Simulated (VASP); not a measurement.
# Sb (Fm-3m) in VASP: notebook, part 7 of 7

VASP 6.6.1. Earlier steps stand in the parts before.

## (115) Equation of state, r2SCAN, 27.47 Å³/atom

INCAR

```
SYSTEM = Sb
  PREC = Accurate
  ENCUT = 700
  EDIFF = 1E-6
  ISMEAR = 1
  SIGMA = 0.1
  LREAL = .FALSE.
  LASPH = .TRUE.
  NELM = 100
  ALGO = Normal
  ISIF = 2
  LWAVE = .FALSE.
  LCHARG = .FALSE.
  METAGGA = R2SCAN
  LMIXTAU = .TRUE.
  ADDGRID = .FALSE.
```

KPOINTS

```
regular mesh
0
G
  15 15 15
  0 0 0
```

POSCAR

```
Sb
1.0
    0.0000000000      2.3947216973      2.3947216973
    2.3947216973      0.0000000000      2.3947216973
    2.3947216973      2.3947216973      0.0000000000
Sb
1
Direct
    0.0000000000      0.0000000000      0.0000000000
```

Run with:

```sh
> cat potpaw_PBE.64/Sb/POTCAR > POTCAR
> mpirun -np 1 vasp_std > vasp.out
```

Wall time 65 s (1 thread of Intel Xeon 6975P-C (Granite Rapids), shared host); peak memory 0.19 GiB.

These settings aren't checked as converged: the numbers below hold their error.

Results:

```yaml
Free_energy: -25.2329 eV
Pressure: -0.7 GPa
Band_gap_on_the_k_mesh: none (metal or under the smearing width)
```

Caveat: the PAW data sets were made with another functional, which shifts forces and pressure a little.

## (116) Equation of state, r2SCAN, 25.87 Å³/atom

INCAR: that of step 115 with these lines changed.

```diff
@@ -2,3 +2,3 @@
   PREC = Accurate
-  ENCUT = 700
+  ENCUT = 550
   EDIFF = 1E-6
```

KPOINTS

```
regular mesh
0
G
  17 17 17
  0 0 0
```

POSCAR

```
Sb
1.0
    0.0000000000      2.3472889392      2.3472889392
    2.3472889392      0.0000000000      2.3472889392
    2.3472889392      2.3472889392      0.0000000000
Sb
1
Direct
    0.0000000000      0.0000000000      0.0000000000
```

Run with:

```sh
> cat potpaw_PBE.64/Sb/POTCAR > POTCAR
> mpirun -np 1 vasp_std > vasp.out
```

It took 64 s on 1 thread of Intel Xeon 6975P-C (Granite Rapids), shared host; peak memory 0.19 GiB.

These settings aren't checked as converged: the numbers below hold their error.

What came out:

```
Free energy            : -25.2133 eV
Pressure               : 3.5 GPa
Band gap on the k mesh : none (metal or under the smearing width)
```

Caveat: the PAW data sets were made with another functional, which shifts forces and pressure a little.

## (117) Equation of state, r2SCAN, 27.47 Å³/atom

INCAR is that of step 116.

KPOINTS is that of step 116.

POSCAR

```
Sb
1.0
    0.0000000000      2.3947216973      2.3947216973
    2.3947216973      0.0000000000      2.3947216973
    2.3947216973      2.3947216973      0.0000000000
Sb
1
Direct
    0.0000000000      0.0000000000      0.0000000000
```

Potentials or basis: VASP PAW PBE potentials, release 64 (Sb).

Run with:

```sh
> cat potpaw_PBE.64/Sb/POTCAR > POTCAR
> mpirun -np 1 vasp_std > vasp.out
```

It took 53 s on 1 thread of Intel Xeon 6975P-C (Granite Rapids), shared host; peak memory 0.18 GiB.

These settings aren't checked as converged: the numbers below hold their error.

Results:

```
Free energy            : -25.2264 eV
Pressure               : -0.7 GPa
Band gap on the k mesh : none (metal or under the smearing width)
```

Caveat: the PAW data sets were made with another functional, which shifts forces and pressure a little.

## (118) RPA correlation energy, PBE (volume scaled by 0.96)

POSCAR

```
Sb
1.0
    0.0000000000      2.3391947752      2.3391947752
    2.3391947752      0.0000000000      2.3391947752
    2.3391947752      2.3391947752      0.0000000000
Sb
1
Direct
    0.0000000000      0.0000000000      0.0000000000
```

INCAR.step1

```
SYSTEM = Sb
PREC     = Accurate       ! precision mode
ENCUT    = 400            ! plane-wave cutoff, eV
EDIFF    = 1E-8           ! SCF threshold, eV
ISMEAR   = 0              ! smearing method
SIGMA    = 0.05           ! smearing width, eV
LREAL    = .FALSE.        ! projectors in reciprocal space
LASPH    = .TRUE.         ! aspherical terms in the spheres
NELM     = 100            ! most SCF steps
ALGO     = Normal         ! electronic algorithm
LWAVE    = .TRUE.         ! write WAVECAR
LCHARG   = .FALSE.        ! write CHGCAR
GGA      = PE             ! functional
```

INCAR.step2

```
SYSTEM = Sb
PREC     = Accurate       ! precision mode
ENCUT    = 400            ! plane-wave cutoff, eV
EDIFF    = 1E-8           ! SCF threshold, eV
ISMEAR   = 0              ! smearing method
SIGMA    = 0.05           ! smearing width, eV
LREAL    = .FALSE.        ! projectors in reciprocal space
LASPH    = .TRUE.         ! aspherical terms in the spheres
NELM     = 1              ! most SCF steps
ALGO     = EIGENVAL       ! electronic algorithm
LWAVE    = .FALSE.        ! write WAVECAR
LCHARG   = .FALSE.        ! write CHGCAR
GGA      = PE             ! functional
LHFCALC  = .TRUE.         ! exact exchange
AEXX     = 1.0            ! exact-exchange fraction
ALDAC    = 0.0          
AGGAC    = 0.0          
ISTART   = 1            
PRECFOCK = Fast
```

INCAR.step3

```
SYSTEM = Sb
PREC     = Accurate       ! precision mode
ENCUT    = 400            ! plane-wave cutoff, eV
EDIFF    = 1E-8           ! SCF threshold, eV
ISMEAR   = 0              ! smearing method
SIGMA    = 0.05           ! smearing width, eV
LREAL    = .FALSE.        ! projectors in reciprocal space
LASPH    = .TRUE.         ! aspherical terms in the spheres
NELM     = 1              ! most SCF steps
ALGO     = Exact          ! electronic algorithm
LWAVE    = .TRUE.         ! write WAVECAR
LCHARG   = .FALSE.        ! write CHGCAR
GGA      = PE             ! functional
NBANDS   = 483            ! bands
LOPTICS  = .TRUE.         ! frequency-dependent dielectric function
ISTART   = 1
```

INCAR.step4

```
SYSTEM = Sb
PREC     = Accurate       ! precision mode
ENCUT    = 400            ! plane-wave cutoff, eV
EDIFF    = 1E-8           ! SCF threshold, eV
ISMEAR   = 0              ! smearing method
SIGMA    = 0.05           ! smearing width, eV
LREAL    = .FALSE.        ! projectors in reciprocal space
LASPH    = .TRUE.         ! aspherical terms in the spheres
NELM     = 100            ! most SCF steps
ALGO     = ACFDT          ! electronic algorithm
LWAVE    = .FALSE.        ! write WAVECAR
LCHARG   = .FALSE.        ! write CHGCAR
GGA      = PE             ! functional
NBANDS   = 483            ! bands
ENCUTGW  = 200            ! cutoff of the response function
NOMEGA   = 12             ! frequency points
ISTART   = 1            
PRECFOCK = Fast
```

KPOINTS

```
regular mesh
0
G
  4 4 4
  0 0 0
```

Potentials or basis: VASP PAW PBE potentials, release 64 (Sb_d_GW).

Run with:

```sh
> cat potpaw_PBE.64/Sb_d_GW/POTCAR > POTCAR
> cp INCAR.step1 INCAR
> mpirun -np 1 vasp_std > vasp.out
> cp INCAR.step2 INCAR
> mpirun -np 1 vasp_std > vasp.out
> cp INCAR.step3 INCAR
> mpirun -np 1 vasp_std > vasp.out
> cp INCAR.step4 INCAR
> mpirun -np 1 vasp_std > vasp.out
```

OUTCAR:

```text
SYSTEM = Sb
   PREC = Accurate
   ENCUT = 400
   EDIFF = 1E-8
   ISMEAR = 0
   LREAL = .FALSE.
   LASPH = .TRUE.
   NELM = 100
   GGA = PE
   ENCUTGW = 200
   ISTART = 1
   PRECFOCK = Fast

 ion  position               nearest neighbor table
   1  0.000  0.000  0.000-

  LATTYP: Found a face centered cubic cell.
 ALAT       =     4.6783895504

  Lattice vectors:

 A1 = (   0.0000000000,   2.3391947752,   2.3391947752)
 A2 = (   2.3391947752,   0.0000000000,   2.3391947752)
 A3 = (   2.3391947752,   2.3391947752,   0.0000000000)

Analysis of symmetry for initial positions (statically):
=====================================================================
 Subroutine PRICEL returns:
 Original cell was already a primitive cell.

 Routine SETGRP: Setting up the symmetry group for a
 face centered cubic supercell.

 Subroutine GETGRP returns: Found 48 space group operations
 (whereof 48 operations were pure point group operations)
 out of a pool of 48 trial point group operations.

The static configuration has the point symmetry O_h .

Analysis of symmetry for dynamics (positions and initial velocities):
=====================================================================
 Subroutine PRICEL returns:
 Original cell was already a primitive cell.

 Routine SETGRP: Setting up the symmetry group for a
 face centered cubic supercell.

 Subroutine GETGRP returns: Found 48 space group operations
 (whereof 48 operations were pure point group operations)
 out of a pool of 48 trial point group operations.

The dynamic configuration has the point symmetry O_h .

 Subroutine INISYM returns: Found 48 space group operations
 (whereof 48 operations are pure point group operations),
 and found     1 'primitive' translations

----------------------------------------------------------------------------------------

                                     Primitive cell

  volume of cell :      25.5994

  direct lattice vectors                    reciprocal lattice vectors
     0.000000000  2.339194775  2.339194775    -0.213748767  0.213748767  0.213748767
     2.339194775  0.000000000  2.339194775     0.213748767 -0.213748767  0.213748767
     2.339194775  2.339194775  0.000000000     0.213748767  0.213748767 -0.213748767

  length of vectors
     3.308120976  3.308120976  3.308120976     0.370223725  0.370223725  0.370223725

  position of ions in fractional coordinates (direct lattice)
     0.000000000  0.000000000  0.000000000

  ion indices of the primitive-cell ions
   primitive index   ion index
                 1           1

----------------------------------------------------------------------------------------

 KPOINTS: regular mesh

Automatic generation of k-mesh.
 Grid dimensions read from file:
 generate k-points for:    4    4    4

 Generating k-lattice:

  Cartesian coordinates                     Fractional coordinates (reciprocal lattice)
    -0.053437192  0.053437192  0.053437192     0.250000000  0.000000000  0.000000000
     0.053437192 -0.053437192  0.053437192     0.000000000  0.250000000  0.000000000
     0.053437192  0.053437192 -0.053437192     0.000000000  0.000000000  0.250000000

  Length of vectors
     0.092555931  0.092555931  0.092555931

  Shift w.r.t. Gamma in fractional coordinates (k-lattice)
     0.000000000  0.000000000  0.000000000

 Subroutine IBZKPT returns following result:
 ===========================================

 Found      8 irreducible k-points:

 Following reciprocal coordinates:
            Coordinates               Weight
  0.000000  0.000000  0.000000      1.000000
  0.250000  0.000000  0.000000      8.000000
  0.500000  0.000000  0.000000      4.000000
  0.250000  0.250000  0.000000      6.000000
  0.500000  0.250000  0.000000     24.000000
 -0.250000  0.250000  0.000000     12.000000
  0.500000  0.500000  0.000000      3.000000
 -0.250000  0.500000  0.250000      6.000000
   k-points           NKPTS =      8   k-points in BZ     NKDIM =     64   number of bands    NBANDS=    483
   number of dos      NEDOS =    301   number of ions     NIONS =      1
   total plane-waves  NPLWV =  13824
   dimension x,y,z NGX =    24 NGY =   24 NGZ =   24
   dimension x,y,z NGXF=    48 NGYF=   48 NGZF=   48
   ions per type =               1
   NGX,Y,Z   is equivalent  to a cutoff of  12.06, 12.06, 12.06 a.u.
   NGXF,Y,Z  is equivalent  to a cutoff of  24.12, 24.12, 24.12 a.u.
 SYSTEM =  Sb
   PREC   = accura    normal or accurate (medium, high low for compatibility)
   ISTART =      1    job   : 0-new  1-cont  2-samecut
   ICHARG =      0    charge: 1-file 2-atom 10-const
   ISPIN  =      1    spin polarized calculation?
   LNONCOLLINEAR =      F non collinear calculations
   LSORBIT =      F    spin-orbit coupling
   LASPH  =      T    aspherical Exc in radial PAW
   ENCUT  =  400.0 eV  29.40 Ry    5.42 a.u.   5.39  5.39  5.39*2*pi/ulx,y,z
   NELM   =    100;   NELMIN=  2; NELMDL=  0     # of ELM steps
   EDIFF  = 0.1E-07   stopping-criterion for ELM
   LREAL  =      F    real-space projection
   EDIFFG = 0.1E-06   stopping-criterion for IOM
   NSW    =      0    number of steps for IOM
   IBRION =     -1    ionic relax: 0-MD 1-quasi-New 2-CG
   NFREE  =      0    steps in history (QN), initial steepest desc. (CG)
   ISIF   =      0    stress and relaxation
   ISYM   =      3    0-nonsym 1-usesym 2-fastsym
   POTIM  = 0.5000    time-step for ionic-motion
   TEBEG  =    0.0;   TEEND  =   0.0 temperature during run
   PSTRESS=    0.0 pullay stress
   NELECT =      15.0000    total number of electrons
   NUPDOWN=      -1.0000    fix difference up-down
   EMIN   =  10.00;   EMAX   =-10.00  energy-range for DOS
   EFERMI =   0.00;   METHOD = LEGACY
   ISMEAR =     0;   SIGMA  =   0.05  broadening in eV -4-tet -1-fermi 0-gaus
   EFERMI_NEDOS =   21; number of points for ismear=-14 and -15
   IALGO  =     38    algorithm
   IMIX   =      4    mixing-type and parameters
     AMIX     =   0.40;   BMIX     =  1.00
     AMIX_MAG =   1.60;   BMIX_MAG =  1.00
  volume/ion in A,a.u.               =      25.60       172.75
  Fermi-wavevector in a.u.,A,eV,Ry     =   1.369921  2.588775 25.533831  1.876684
  Thomas-Fermi vector in A             =   2.495753
   LORBIT       =      0    0 simple, 1 ext, 2 COOP (PROOUT), +10 PAW based schemes
   GGA     = PE    functional components
   LHFCALC =     T    Hartree Fock is set to
   PRECFOCK=fast      Normal, Fast or Accurate (Low or Medium for compatibility)
   ENCUT4O =  -1.0   cutoff for four orbital integrals eV
   NKREDX  =     1    reduce k-point grid by
   NKREDY  =     1    reduce k-point grid by
   NKREDZ  =     1    reduce k-point grid by
   AEXX    =    1.0000 exact exchange contribution
   HFSCREEN=    0.0000 screening length (either q_TF or 0.3 A-1)
   HFSCREENC=   0.0000 screening length for correlation (either q_TF or 0.3 A-1)
   ENCUTFOCK=  -1.0 apply spherical cutoff to Coloumb kernel
   IVDW    =     0    specifies the selected vdW correction
   LEPSILON=     F    determine dielectric tensor
   LRPA    =     F    only Hartree local field effects (RPA)
   LRPAFORCE           =     F    calculate RPA forces
   ENCUTGW             = 200.0    cutoff for response function in eV
   ENCUTGWSOFT         = 160.0    soft cutoff for Coulomb kernel in GW response function in eV
   ENCUTLF             =  -1.0    cutoff for local field effects
   NELMGW              =     1    number of iterations in solving QP/BSE equation
   NELMHF              =     1    number of iterations in the inner HF iteration
   NKREDLFX            =     1    NKREDLFY  =   1   NKREDLFZ  =   1
 non-spin polarized calculation
 Gauss-broadening in eV      SIGMA  =   0.05
  energy-cutoff  :      400.00
  volume of cell :       25.60
 maximum number of plane-waves:       483
 NGX is ok and might be reduce to    24
  NGX = 12; NGY = 12; NGZ = 12
   NGX = 11   NGY = 11   NGZ = 11
 maximum number of plane-waves:       174

      cutoff energy     smooth cutoff   RPA   correlation   Hartree contr. to MP2
---------------------------------------------------------------------------------
            200.000           160.000      -18.1183059984      -31.1124996265
            190.476           152.381      -17.9726847882      -30.9159212497
            181.406           145.125      -17.8146373545      -30.7012302596
            172.768           138.214      -17.6439150426      -30.4685087217
            164.541           131.632      -17.4616260633      -30.2190470354
            156.705           125.364      -17.2708060752      -29.9569934046
            149.243           119.394      -17.0644553715      -29.6735137334
            142.136           113.709      -16.8480740742      -29.3755694095
  linear regression
  converged value                          -20.0171879355      -33.7131638569
```

Wall time 12 min (1 thread of AMD EPYC, shared host); peak memory 0.37 GiB.

Results:

* Band gap on the k mesh, mean-field level: none (metal or under the smearing width)
* RPA correlation energy: -20.017 eV/atom
* RPA total energy per cell: -26.994 eV
* RPA correlation energy per cell: -20.017 eV

Caveat: the k mesh is coarse (spacing up to 0.58 Å⁻¹), so the values aren't converged; the ground state has no gap, which makes the many-body step unreliable.

## (119) The reference run

An earlier run on the cell as given: functional PBEsol; potentials or basis VASP PAW PBE potentials, release 64 (Sb); cutoff 520 eV; k mesh 10 × 10 × 10; occupations fermi-dirac, width 0.05 eV; no spin polarisation.

- Pressure: -1.2 GPa
- Band gap on the k mesh: none (metal or under the smearing width)
